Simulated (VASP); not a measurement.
# PbS (Galena) (Fm-3m) in VASP: a series of runs

Aim: see how the results for PbS (Galena) move with the level of theory and the settings. Levels: PBE, PBEsol. Tasks: phonons, elastic constants, Born charges and dielectric tensor.

Program: VASP 6.6.1. These are calculated values, not measurements. Logs are shortened: lines on timing, memory, paths and dates and some standing lists are left out, and cuts for length are marked.

**What was measured.**

A printed reference work, monograph reports, for a bulk crystal of PbS at 300 K: high-frequency dielectric constant 17.2.

How close the calculation comes is told below.

## 1. The crystal as given

It takes space group Fm-3m (No. 225, cubic). The conventional cell has a = 5.931 Å, b = 5.931 Å, c = 5.931 Å, α = 90.00°, β = 90.00°, γ = 90.00°. Around Pb (site symmetry m-3m) lie 6 S at 2.97 Å. S (site symmetry m-3m) is surrounded by 6 Pb at 2.97 Å.

## 2. Phonons, PBE

Input file POSCAR:

```
PbS
1.0
    0.0000000000      2.9657500000      2.9657500000
    2.9657500000      0.0000000000      2.9657500000
    2.9657500000      2.9657500000      0.0000000000
Pb S
1 1
Direct
    0.0000000000      0.0000000000      0.0000000000
    0.5000000000      0.5000000000      0.5000000000
```

Input file INCAR.step1:

```
ALGO     = Fast           # electronic algorithm
EDIFF    = 1E-8           # SCF threshold, eV
EDIFFG   = -0.002         # ionic threshold
ENCUT    = 600            # plane-wave cutoff, eV
GGA      = PE             # functional
IBRION   = 2              # ionic algorithm
ISIF     = 3              # what is computed and relaxed
ISMEAR   = -1             # smearing method
LASPH    = T              # aspherical terms in the spheres
LCHARG   = F              # write CHGCAR
LREAL    = F              # projectors in reciprocal space
LWAVE    = F              # write WAVECAR
NELM     = 80             # most SCF steps
NSW      = 40             # ionic steps
PREC     = Accurate       # precision mode
SIGMA    = 0.05           # smearing width, eV
```

Input file INCAR.step2:

```
ALGO     = Fast           # electronic algorithm
EDIFF    = 1E-8           # SCF threshold, eV
ENCUT    = 600            # plane-wave cutoff, eV
GGA      = PE             # functional
IBRION   = 8              # ionic algorithm
ISIF     = 2              # what is computed and relaxed
ISMEAR   = -1             # smearing method
LASPH    = T              # aspherical terms in the spheres
LCHARG   = F              # write CHGCAR
LREAL    = F              # projectors in reciprocal space
LWAVE    = F              # write WAVECAR
NELM     = 80             # most SCF steps
NSW      = 1              # ionic steps
PREC     = Accurate       # precision mode
SIGMA    = 0.05           # smearing width, eV
```

Input file KPOINTS:

```
k-points
0
Gamma
  6 6 6
```

Potentials or basis: VASP PAW PBE potentials, release 64 (Pb_d, S).

Started as:

```sh
cat potpaw_PBE.64/Pb_d/POTCAR potpaw_PBE.64/S/POTCAR > POTCAR
cp INCAR.step1 INCAR
mpirun -np 1 vasp_std > vasp.out
cp CONTCAR POSCAR
cp INCAR.step2 INCAR
mpirun -np 1 vasp_std > vasp.out
```

OUTCAR:

```text
EDIFF = 1E-8
   ENCUT = 600
   GGA = PE
   IBRION = 8
   ISIF = 2
   ISMEAR = -1
   LASPH = T
   LREAL = F
   NELM = 80
   NSW = 1
   PREC = Accurate

 ion  position               nearest neighbor table
   1  0.000  0.000  0.000-   2 3.00   2 3.00   2 3.00   2 3.00   2 3.00   2 3.00
   2  0.500  0.500  0.500-   1 3.00   1 3.00   1 3.00   1 3.00   1 3.00   1 3.00

  LATTYP: Found a face centered cubic cell.
 ALAT       =     6.0067153549

  Lattice vectors:

 A1 = (   0.0000000000,   3.0033576774,   3.0033576774)
 A2 = (   3.0033576774,   0.0000000000,   3.0033576774)
 A3 = (   3.0033576774,   3.0033576774,   0.0000000000)

Analysis of symmetry for initial positions (statically):
=====================================================================
 Subroutine PRICEL returns:
 Original cell was already a primitive cell.

 Routine SETGRP: Setting up the symmetry group for a
 face centered cubic supercell.

 Subroutine GETGRP returns: Found 48 space group operations
 (whereof 48 operations were pure point group operations)
 out of a pool of 48 trial point group operations.

The static configuration has the point symmetry O_h .

Analysis of symmetry for dynamics (positions and initial velocities):
=====================================================================
 Subroutine PRICEL returns:
 Original cell was already a primitive cell.

 Routine SETGRP: Setting up the symmetry group for a
 face centered cubic supercell.

 Subroutine GETGRP returns: Found 48 space group operations
 (whereof 48 operations were pure point group operations)
 out of a pool of 48 trial point group operations.

The dynamic configuration has the point symmetry O_h .

 Subroutine INISYM returns: Found 48 space group operations
 (whereof 48 operations are pure point group operations),
 and found     1 'primitive' translations

----------------------------------------------------------------------------------------

                                     Primitive cell

  volume of cell :      54.1815

  direct lattice vectors                    reciprocal lattice vectors
     0.000000000  3.003357677  3.003357677    -0.166480338  0.166480338  0.166480338
     3.003357677  0.000000000  3.003357677     0.166480338 -0.166480338  0.166480338
     3.003357677  3.003357677  0.000000000     0.166480338  0.166480338 -0.166480338

  length of vectors
     4.247389160  4.247389160  4.247389160     0.288352403  0.288352403  0.288352403

  position of ions in fractional coordinates (direct lattice)
     0.000000000  0.000000000  0.000000000
     0.500000000  0.500000000  0.500000000

  ion indices of the primitive-cell ions
   primitive index   ion index
                 1           1
                 2           2

----------------------------------------------------------------------------------------

 KPOINTS: k-points

Automatic generation of k-mesh.
 Grid dimensions read from file:
 generate k-points for:    6    6    6

 Generating k-lattice:

  Cartesian coordinates                     Fractional coordinates (reciprocal lattice)
    -0.027746723  0.027746723  0.027746723     0.166666667  0.000000000  0.000000000
     0.027746723 -0.027746723  0.027746723     0.000000000  0.166666667  0.000000000
     0.027746723  0.027746723 -0.027746723     0.000000000  0.000000000  0.166666667

  Length of vectors
     0.048058734  0.048058734  0.048058734

  Shift w.r.t. Gamma in fractional coordinates (k-lattice)
     0.000000000  0.000000000  0.000000000

 Subroutine IBZKPT returns following result:
 ===========================================

 Found     16 irreducible k-points:

 Following reciprocal coordinates:
            Coordinates               Weight
  0.000000  0.000000  0.000000      1.000000
  0.166667  0.000000  0.000000      8.000000
  0.333333  0.000000  0.000000      8.000000
  0.500000  0.000000  0.000000      4.000000
  0.166667  0.166667  0.000000      6.000000
  0.333333  0.166667  0.000000     24.000000
[... 47 lines left out ...]
     AMIX     =   0.40;   BMIX     =  1.00
     AMIX_MAG =   1.60;   BMIX_MAG =  1.00
  volume/ion in A,a.u.               =      27.09       182.82
  Fermi-wavevector in a.u.,A,eV,Ry     =   1.174360  2.219218 18.764074  1.379121
  Thomas-Fermi vector in A             =   2.310758
   LORBIT       =      0    0 simple, 1 ext, 2 COOP (PROOUT), +10 PAW based schemes
   GGA     = PE    functional components
   LHFCALC =     F    Hartree Fock is set to
   AEXX    =    0.0000 exact exchange contribution
   IVDW    =     0    specifies the selected vdW correction
   LEPSILON=     F    determine dielectric tensor
   LRPA    =     F    only Hartree local field effects (RPA)
 non-spin polarized calculation
 RMM-DIIS sequential band-by-band and
  energy-cutoff  :      600.00
  volume of cell :       54.18
 maximum number of plane-waves:      1821
 NGX is ok and might be reduce to    36
   NGX = 17   NGY = 17   NGZ = 17

--------------------------------------- Ionic step        1  -------------------------------------------

 number of electron      19.9999998 magnetization

 Free energy of the ion-electron system (eV)
  ---------------------------------------------------
  ext. energy  EPLUGINS =         0.00000000
  ---------------------------------------------------
  free energy    TOTEN  =        -8.77139975 eV

  energy without entropy =       -8.77124730  energy(sigma->0) =       -8.77132353

 E-fermi :   5.5423     XC(G=0):  -9.5063

 val. band max:        5.2937633462   @ k =   0.5000   0.0000   0.0000
 cond. band min:       5.7908453620   @ k =   0.5000   0.0000   0.0000
 fundamental gap:      0.4970820158
 Fermi energy:         5.5423050542

 k-point     1 :       0.0000    0.0000    0.0000
  band No.  band energies     occupation
      1     -11.4334      2.00000
      2     -11.4334      2.00000
      3     -11.4334      2.00000
      4     -11.4162      2.00000
      5     -11.4162      2.00000
      6      -7.9317      2.00000
      7      -0.7714      2.00000
      8       3.3436      2.00000
      9       3.3436      2.00000
     10       3.3436      2.00000
     11      10.4336      0.00000
     12      10.4337      0.00000
     13      10.4339      0.00000
     14      12.1580      0.00000
[... 243 lines left out ...]
      3     -11.4079      2.00000
      4     -11.4001      2.00000
      5     -11.3808      2.00000
      6      -6.3831      2.00000
      7      -2.3379      2.00000
      8       0.8065      2.00000
      9       1.6285      2.00000
     10       3.6555      2.00000
     11       8.4704      0.00000
     12       9.6469      0.00000
     13      10.3623      0.00000
     14      12.1261      0.00000

------------------------ aborting loop because EDIFF is reached ----------------------------------------

  FORCE on cell =-STRESS in cart. coord.  units (eV):
  Direction    XX          YY          ZZ          XY          YZ          ZX
  --------------------------------------------------------------------------------------
  -------------------------------------------------------------------------------------
  Total        0.0040660      0.0040660      0.0040660     -0.0000000      0.0000000     -0.0000000
  in kB        0.1202353      0.1202353      0.1202353     -0.0000000      0.0000000     -0.0000000
  external PRESSURE =       0.1202353 kB  Pullay stress =       0.0000000 kB

 VOLUME and BASIS-vectors are now :
 -----------------------------------------------------------------------------
  energy-cutoff  :      600.00
  volume of cell :       54.18
      direct lattice vectors                 reciprocal lattice vectors
     0.000000000  3.003357677  3.003357677    -0.166480338  0.166480338  0.166480338
     3.003357677  0.000000000  3.003357677     0.166480338 -0.166480338  0.166480338
     3.003357677  3.003357677  0.000000000     0.166480338  0.166480338 -0.166480338

 POSITION                                       TOTAL-FORCE (eV/Angst)
 -----------------------------------------------------------------------------------
      0.00000      0.00000      0.00000         0.000000      0.000000     -0.000000
      3.00336      3.00336      3.00336         0.000000      0.000000      0.000000
 -----------------------------------------------------------------------------------
    total drift:                                0.000000      0.000000      0.000000

  FREE ENERGIE OF THE ION-ELECTRON SYSTEM (eV)
  ---------------------------------------------------
  free  energy   TOTEN  =        -8.7713997542 eV

  energy  without entropy=       -8.7712473001  energy(sigma->0) =       -8.77132353

[... ionic steps 2 to 3 ...]

--------------------------------------- Ionic step        4  -------------------------------------------

------------------------ aborting loop because EDIFF is reached ----------------------------------------

[... ionic steps 5 to 6 ...]

--------------------------------------- Ionic step        7  -------------------------------------------

 Free energy of the ion-electron system (eV)
  ---------------------------------------------------
  ---------------------------------------------------
  free energy    TOTEN  =        -0.10868212 eV

  energy without entropy =       -0.10868212

------------------------ aborting loop because EDIFF is reached ----------------------------------------

 INTERNAL STRAIN TENSOR  FOR ION    2  DIRECTION 1   (eV/Angst):
 -----------------------------------------------------------------------------
    -0.00151 -0.00000  0.00000
     0.00000  0.00707 -0.00000
    -0.00000 -0.00000  0.00707

 INTERNAL STRAIN TENSOR FOR ION    2 for displacements in x,y,z  (eV/Angst):
          X           Y           Z          XY          YZ          ZX
  --------------------------------------------------------------------------------
  x     0.00000     0.00000     0.00000     0.00000     0.00000     0.00000
  y     0.00000     0.00000     0.00000     0.00000     0.00000     0.00000
  z     0.00000     0.00000     0.00000     0.00000     0.00000     0.00000

 SECOND DERIVATIVES (NOT SYMMETRIZED)
 ------------------------------------
               1X          1Y          1Z          2X          2Y          2Z
  1X    -0.036037    0.000000    0.000000    0.036037    0.000000    0.000000
  1Y     0.000000   -0.036037    0.000000    0.000000    0.036037    0.000000
  1Z     0.000000    0.000000   -0.036037    0.000000    0.000000    0.036037
  2X     0.037680    0.000000    0.000000   -0.037680    0.000000    0.000000
  2Y     0.000000    0.037680    0.000000    0.000000   -0.037680    0.000000
  2Z     0.000000    0.000000    0.037680    0.000000    0.000000   -0.037680

 Eigenvectors and eigenvalues of the dynamical matrix
 ----------------------------------------------------

   1 f  =    0.574207 THz     3.607848 2PiTHz   19.153480 cm-1     2.374728 meV
             X         Y         Z           dx          dy          dz
      0.000000  0.000000  0.000000    -0.359124    0.000000    0.000000
      3.003358  3.003358  3.003358     0.933290    0.000000    0.000000
[... 21 lines left out ...]
   6 f/i=    0.004289 THz     0.026950 2PiTHz    0.143072 cm-1     0.017739 meV
             X         Y         Z           dx          dy          dz
      0.000000  0.000000  0.000000     0.000000    0.000000    0.933290
      3.003358  3.003358  3.003358     0.000000    0.000000    0.359124

--------------------------------------------------------------------------------------------------------

 ELASTIC MODULI CONTR FROM IONIC RELAXATION (kBar)
 Direction    XX          YY          ZZ          XY          YZ          ZX
 --------------------------------------------------------------------------------
 XX           0.0000      0.0000      0.0000      0.0000      0.0000      0.0000
 YY           0.0000      0.0000      0.0000      0.0000      0.0000      0.0000
 ZZ           0.0000      0.0000      0.0000      0.0000      0.0000      0.0000
 XY           0.0000      0.0000      0.0000      0.0000      0.0000      0.0000
 YZ           0.0000      0.0000      0.0000      0.0000      0.0000      0.0000
 ZX           0.0000      0.0000      0.0000      0.0000      0.0000      0.0000
 --------------------------------------------------------------------------------
```

Wall time 2.7 min (1 thread of Intel Xeon Platinum 8488C (Sapphire Rapids), shared host); peak memory 0.28 GiB.

What came out:

* Relaxed volume: 27.09 Å³/atom
* Relaxed cell: a = 4.247 Å, b = 4.247 Å, c = 4.247 Å, α = 60.00°, β = 60.00°, γ = 60.00°
* Space group after relaxing (to 0.05 Å): Fm-3m (No. 225)
* Highest phonon frequency at Γ, LO-TO splitting left out: 19 cm⁻¹

The path:
```csv
step,energy change (eV),largest force (eV/Å),pressure (GPa),volume (Å³)
1,0.0000,0.0000,2.18,52.17
2,-0.0117,0.0000,-0.67,54.89
3,-0.0132,0.0000,0.00,54.18
```

Final structure:
```cif
data_structure
_symmetry_space_group_name_H-M 'P 1'
_symmetry_Int_Tables_number 1
_cell_length_a 4.2474
_cell_length_b 4.2474
_cell_length_c 4.2474
_cell_angle_alpha 60.000
_cell_angle_beta 60.000
_cell_angle_gamma 60.000
_cell_volume 54.18
loop_
_atom_site_label
_atom_site_type_symbol
_atom_site_fract_x
_atom_site_fract_y
_atom_site_fract_z
_atom_site_occupancy
Pb1 Pb 0.00000 0.00000 0.00000 1
S1 S 0.50000 0.50000 0.50000 1
```

Phonon frequencies in cm⁻¹ (negative: imaginary):
```tsv
q point	frequencies
(0.000, 0.000, 0.000)	0 0 0 19 19 19
```

The run has no spin-orbit coupling, so splittings on Pb are missing.

(Part 1 of 3 ends here.)
